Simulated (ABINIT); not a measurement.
Crystal: NaF (Villiaumite).

```
CELL_PARAMETERS angstrom
0.00000 2.32000 2.32000
2.32000 0.00000 2.32000
2.32000 2.32000 0.00000
ATOMIC_POSITIONS crystal
Na 0.00000 0.00000 0.00000
F 0.50000 0.50000 0.50000
```

Base run:

| Item | Value |
| --- | --- |
| Program | ABINIT 10.8.3 (patched build) |
| Functional | PBE |
| Potentials or basis | JTH PAW PBE v2.0 |
| Cutoff | 1088 eV |
| k mesh | 10 × 10 × 10 |
| Occupations | fermi-dirac, width 0.05 eV |
| Spin | no spin polarisation |

Its results: band gap on the k mesh 6.27 eV, direct.

Question: After a change of settings the same cell gave: band gap on the k mesh 7.10 eV, direct. Which change was it?
A. functional from PBE to r2SCAN; cutoff from 1088 eV to 1306 eV; fine-grid cutoff from 1687.11 eV to 1959.22 eV
B. functional from PBE to LDA; potentials or basis from JTH PAW PBE v2.0 to JTH PAW LDA v2.0
C. functional from PBE to PBEsol; potentials or basis from JTH PAW PBE v2.0 to PseudoDojo NC SR PBEsol v0.4.1 standard; cutoff from 1088 eV to 1197 eV

Answer: A.

Not every run made on this cell is shown here.
